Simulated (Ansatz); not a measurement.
Space group Pm-3m (No. 221). a = 3.505 Å, b = 3.505 Å, c = 3.505 Å, α = 90.00°, β = 90.00°, γ = 90.00°
```
atom site symmetry x y z
  Na    1a m-3m  0.0000  0.0000  0.0000
  Cl    1b m-3m  0.5000  0.5000  0.5000
```

Equation of state of this NaCl structure (not necessarily the ground state), with shape and atoms relaxed at each volume where symmetry leaves them free. Computed with DFT PBE, scalar-relativistic, plane waves, PAW (Ansatz).

Cutoff 420 eV; k points 6×6×6 on the computed 2-atom cell (Γ-centred); Gaussian smearing, width 0.02 eV; no spin polarisation.

```json
{"V (Å³/atom)": "18.946", "E − E(largest V) (meV/atom)": "18.71", "P (GPa)": "4.51", "gap on mesh (eV)": "4.44"}
{"V (Å³/atom)": "19.592", "E − E(largest V) (meV/atom)": "3.47", "P (GPa)": "3.09", "gap on mesh (eV)": "4.31"}
{"V (Å³/atom)": "20.238", "E − E(largest V) (meV/atom)": "-6.53", "P (GPa)": "1.90", "gap on mesh (eV)": "4.19"}
{"V (Å³/atom)": "20.884", "E − E(largest V) (meV/atom)": "-12.11", "P (GPa)": "0.89", "gap on mesh (eV)": "4.07"}
{"V (Å³/atom)": "21.530", "E − E(largest V) (meV/atom)": "-13.96", "P (GPa)": "0.05", "gap on mesh (eV)": "3.97"}
{"V (Å³/atom)": "22.175", "E − E(largest V) (meV/atom)": "-12.66", "P (GPa)": "-0.67", "gap on mesh (eV)": "3.87"}
{"V (Å³/atom)": "22.821", "E − E(largest V) (meV/atom)": "-8.70", "P (GPa)": "-1.28", "gap on mesh (eV)": "3.79"}
{"V (Å³/atom)": "23.683", "E − E(largest V) (meV/atom)": "0.00", "P (GPa)": "-1.94", "gap on mesh (eV)": "3.68"}
```

Task: Fit a third-order Birch–Murnaghan equation to E(V).

Result: V0 = 21.57 Å³/atom, B0 = 26 GPa, B0' = 4.6.

This CsCl-type form isn't the usual stable structure of the compound.